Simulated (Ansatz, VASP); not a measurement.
## Ni in VASP and in Ansatz

The input INCAR:

```
SYSTEM = Ni
ALGO = Normal
EDIFF = 1E-6
ENCUT = 520
GGA = PE
ISIF = 2
ISMEAR = -1
ISPIN = 2
LASPH = .TRUE.
LCHARG = .FALSE.
LMAXMIX = 4
LORBIT = 11
LREAL = .FALSE.
LWAVE = .FALSE.
MAGMOM = 0.7
NBANDS = 15
NELM = 150
PREC = Accurate
SIGMA = 0.05
```

KPOINTS

```
k-points
0
G
  12 12 12
  0 0 0
```

The input POSCAR:

```
Ni
1.0
    0.0000000000      1.7277194128      1.8324124000
    1.7277194128      0.0000000000      1.8324124000
    1.7277194128      1.7277194128      0.0000000000
Ni
1
Direct
    0.0000000000      0.0000000000      0.0000000000
```

Input for Ansatz:

```yaml
crystal:
  lattice:
    - [0.0, 1.7277194128, 1.8324124]
    - [1.7277194128, 0.0, 1.8324124]
    - [1.7277194128, 1.7277194128, 0.0]
  atoms:
    - { symbol: Ni, position: [0.0, 0.0, 0.0], spin: 0.7 }
magnetization:
  spin_polarized: true
kpoints:
  mp_grid: { grid: [12, 12, 12] }
scf:
  occupations: { method: fermi_dirac, width: 0.05 }
  convergence: { dr2_threshold: 1.0e-09 }
  lower_state_search: "off"
hamiltonian:
  xc: pbe
  pseudopotentials: { kind: all_electron, lapw: { basis_error: 0.00025 } }
output:
  eigenvalues: false
checkpoint:
  write: state
  compress: false
  write_every: 100000
```

Change from the starting cell: stretched by +4 % along [0.0, 0.0, 1.0] at fixed volume; collinear moments without spin-orbit coupling, LAPW.

Alike in both runs: task single point; functional PBE; k mesh 12 × 12 × 12; occupations fermi-dirac, width 0.05 eV; collinear spin.

```csv
,VASP,Ansatz
version,VASP 6.6.1,Ansatz 0.2.0
potentials or method,"VASP PAW PBE potentials, release 64 (Ni)","all-electron LAPW, scalar-relativistic"
plane-wave cutoff (eV),520,see its input
```

Ansatz gave:

- net moment per atom (μB): 0.68
- size of the moment on the site where the two differ most (μB): 0.71

**Question.** Estimate VASP's values.

**Answer.** net moment per atom (μB): 0.66; size of the moment on the site where the two differ most (μB): 0.67.

Site moments also hang on the region over which each program counts them. Ansatz ran all-electron here, so the differences hold the error of VASP's frozen core and of both bases.
